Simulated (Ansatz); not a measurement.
The same path of a periodic cell of 14 atoms, Be6H (surface Be(0001), adsorbate H2) was run twice with different band settings.

These are results of Ansatz, DFT PBEsol, scalar-relativistic, plane waves, PAW, not measurements. Settings: cutoff 420 eV, k mesh 6x6x1, gaussian smearing 0.15 eV, no spin polarisation.

Relaxed end points:

```xyz
14
Lattice="4.5800 0.0000 0.0000 2.2900 3.9664 0.0000 0.0000 0.0000 15.5884" Properties=species:S:1:pos:R:3
Be 0.000 0.000 1.000
Be 2.290 0.000 1.000
Be 1.145 1.983 1.000
Be 3.435 1.983 1.000
Be 0.000 1.322 2.849
Be 2.290 1.323 2.849
Be 1.145 3.305 2.849
Be 3.435 3.305 2.848
Be 0.000 0.001 4.697
Be 2.290 0.000 4.698
Be 1.146 1.985 4.699
Be 3.435 1.984 4.699
H 2.237 3.205 7.817
H 2.280 3.423 8.544
```

```xyz
14
Lattice="4.5800 0.0000 0.0000 2.2900 3.9664 0.0000 0.0000 0.0000 15.5884" Properties=species:S:1:pos:R:3
Be 0.000 0.000 1.000
Be 2.290 0.000 1.000
Be 1.145 1.983 1.000
Be 3.435 1.983 1.000
Be 0.000 1.322 2.849
Be 2.290 1.322 2.848
Be 1.145 3.305 2.849
Be 3.435 3.306 2.849
Be 0.001 0.001 4.699
Be 2.290 0.001 4.699
Be 1.145 1.984 4.697
Be 3.435 1.983 4.698
H 3.382 5.188 7.817
H 3.425 5.406 8.544
```

Common settings: spring 5.0 eV/Å²; end points relaxed; atoms held 1 to 4.

| run | movable images | climbing image | optimiser | start path | force threshold | iteration limit |
| --- | --- | --- | --- | --- | --- | --- |
| 1 | 5 | yes | lbfgs | IDPP | 0.03 eV/Å | 80 |
| 2 | 2 | no | quadratic models (default) | default | 0.05 eV/Å | 50 |

**Question.** What does each run give, and how far can it be trusted?

**Answer.** Run 1: converged after 8 iterations, highest image 0.001 eV above the first end. The top lies less than 8 meV above the higher end, about what the thresholds resolve: that end is a shoulder or a very shallow well. By the program's own check the climbing image is of a kind that is not told: the force calls were inconclusive, a negative curvature could not be distinguished from the path's own, the only one lies far off the path, or fixed occupations may fill a level only in part (lowest curvatures found: -0.01 and -0.00 eV/Å²).
Run 2: converged after 1 iterations, highest image 0.000 eV above the first end. The top lies less than 8 meV above the higher end, about what the thresholds resolve: that end is a shoulder or a very shallow well. No image climbed, so the highest image needn't sit at the top of the path.
Limits of this set-up: coarse k mesh, thin slab, slab without dipole correction, no dispersion correction for a molecule that may bind weakly.
